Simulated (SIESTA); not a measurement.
Crystal: SiC.

```
Si C
1.0
     3.07569    0.00000    0.00000
    -1.53785    2.66363    0.00000
     0.00000    0.00000   10.07065
Si C
4 4
Direct
  0.00000 0.00000 0.18789
  0.00000 0.00000 0.68789
  0.33333 0.66667 0.43784
  0.66667 0.33333 0.93784
  0.00000 0.00000 0.00046
  0.00000 0.00000 0.50046
  0.33333 0.66667 0.24980
  0.66667 0.33333 0.74980
```

The cell is a database's computed one.

Base run:

| Quantity | Value |
| --- | --- |
| Program | SIESTA 5.4.2 |
| Functional | PBE |
| Potentials or basis | PseudoDojo 0.4 standard (PBE files) |
| Basis | DZP (energy shift 0.003 Ry) |
| Grid cutoff | 500 Ry |
| Energy shift | 0.003 Ry |
| k mesh | 10 × 10 × 3 |
| Occupations | fermi-dirac, width 0.05 eV |
| Spin | no spin polarisation |

Its results: band gap on the k mesh 2.22 eV, indirect (least direct gap 3.36 eV); pressure 6.9 GPa; largest force 0.022 eV/Å.

Question: After a change of settings the same cell gave: band gap on the k mesh 2.33 eV, indirect (least direct gap 3.47 eV); pressure 7.1 GPa; largest force 0.018 eV/Å. Which change was it?
A. basis from DZP (energy shift 0.003 Ry) to DZP (energy shift 0.01 Ry); energy shift from 0.003 Ry to 0.01 Ry
B. functional from PBE to LDA; potentials or basis from PseudoDojo 0.4 standard (PBE files) to PseudoDojo 0.4 standard (LDA files)
C. functional from PBE to AM05; potentials or basis from PseudoDojo 0.4 standard (PBE files) to PseudoDojo 0.4 standard (PBEsol files)
D. basis from DZP (energy shift 0.003 Ry) to TZDP (energy shift 0.003 Ry)

Answer: D.

Caveats: the basis of atomic orbitals isn't converged, which shifts pressures, moduli and gaps.
